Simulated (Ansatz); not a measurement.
## K, hcp: how the functional moves the structure

All rows: Ansatz, plane waves with scalar-relativistic PAW, 420 eV (500 eV for the SCAN forms), relaxed under each functional, no dispersion correction, no zero-point motion. B₀ comes from uniform scaling at fixed shape; a dash is a value not given.

```json
{"functional": "PBE", "V (Å³/atom)": "74.09", "cell": "a = 4.717 Å, c = 7.691 Å (c/a = 1.630)", "B₀ (GPa)": "4", "magnetic state": "spin not included", "ΔE to bcc (meV/atom)": "0"}
{"functional": "PBEsol", "V (Å³/atom)": "71.32", "cell": "a = 4.655 Å, c = 7.602 Å (c/a = 1.633)", "B₀ (GPa)": "4", "magnetic state": "spin not included", "ΔE to bcc (meV/atom)": "0"}
{"functional": "LDA", "V (Å³/atom)": "64.67", "cell": "a = 4.510 Å, c = 7.343 Å (c/a = 1.628)", "B₀ (GPa)": "4", "magnetic state": "spin not included", "ΔE to bcc (meV/atom)": "0"}
{"functional": "revPBE", "V (Å³/atom)": "80.05", "cell": "a = 4.839 Å, c = 7.893 Å (c/a = 1.631)", "B₀ (GPa)": "3", "magnetic state": "spin not included", "ΔE to bcc (meV/atom)": "0"}
{"functional": "RPBE", "V (Å³/atom)": "80.78", "cell": "a = 4.854 Å, c = 7.918 Å (c/a = 1.631)", "B₀ (GPa)": "3", "magnetic state": "spin not included", "ΔE to bcc (meV/atom)": "0"}
{"functional": "BLYP", "V (Å³/atom)": "75.93", "cell": "a = 4.760 Å, c = 7.740 Å (c/a = 1.626)", "B₀ (GPa)": "3", "magnetic state": "spin not included", "ΔE to bcc (meV/atom)": "-2"}
```

**Question.** What does r²SCAN give?

**Answer.** V (Å³/atom): 76.52; cell: a = 4.765 Å, c = 7.782 Å (c/a = 1.633); B₀ (GPa): 3; magnetic state: spin not included; ΔE to bcc (meV/atom): 1.
